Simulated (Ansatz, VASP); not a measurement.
# N in VASP and in Ansatz

INCAR

```
SYSTEM = N
PREC     = Accurate       ! precision mode
ENCUT    = 520            ! plane-wave cutoff, eV
EDIFF    = 1E-7           ! SCF threshold, eV
ISMEAR   = 0              ! smearing method
SIGMA    = 0.1            ! smearing width, eV
LREAL    = .False.        ! projectors in reciprocal space
LASPH    = .True.         ! aspherical terms in the spheres
NELM     = 80             ! most SCF steps
ALGO     = Normal         ! electronic algorithm
ISIF     = 2              ! what is computed and relaxed
LWAVE    = .False.        ! write WAVECAR
LCHARG   = .True.         ! write CHGCAR
GGA      = PS             ! functional
LELF     = .True.         ! ELF
LVHAR    = .True.       
NBANDS   = 8              ! bands
```

The input KPOINTS:

```
regular mesh
0
Gamma
  22 22 22
  0 0 0
```

Contents of POSCAR:

```
N
1.0
    0.0000000000      1.5634266853      1.5634266853
    1.5634266853      0.0000000000      1.5634266853
    1.5634266853      1.5634266853      0.0000000000
N
1
Direct
    0.0000000000      0.0000000000      0.0000000000
```

Input for Ansatz:

```yaml
crystal:
  lattice:
    - [0.0, 1.5634266853, 1.5634266853]
    - [1.5634266853, 0.0, 1.5634266853]
    - [1.5634266853, 1.5634266853, 0.0]
  atoms:
    - { symbol: "N", position: [0.0, 0.0, 0.0] }
basis:
  ecutwfc: 420
kpoints:
  mp_grid: { grid: [22, 22, 22] }
hamiltonian:
  xc: pbesol
scf:
  occupations: { method: gaussian, width: 0.1 }
output:
  forces: true
  stress: true
  eigenvalues: true
  populations: true
```

Alike in both runs: task single point; functional PBEsol; k mesh 22 × 22 × 22; occupations gaussian, width 0.1 eV; no spin polarisation.

```csv
,VASP,Ansatz
version,VASP 6.6.1,Ansatz 0.2.0
potentials or method,"VASP PAW PBE potentials, release 64 (N)","scalar-relativistic, plane waves, PAW"
plane-wave cutoff (eV),520,420
valence electrons in the cell,5,5
```

VASP gave:

```
gap on the k mesh at the Fermi level (eV) : none
pressure (GPa)                            : -10.6
```

Q: Which values does Ansatz return?

A: gap on the k mesh at the Fermi level (eV): none; pressure (GPa): -10.5.

A gap of «none» marks a metal or a gap that the smearing closes. With one functional, cell and mesh, what is left measures potentials, basis and numerics.

Caveats: the PAW data sets were made with another functional, which shifts forces and pressure a little (VASP).
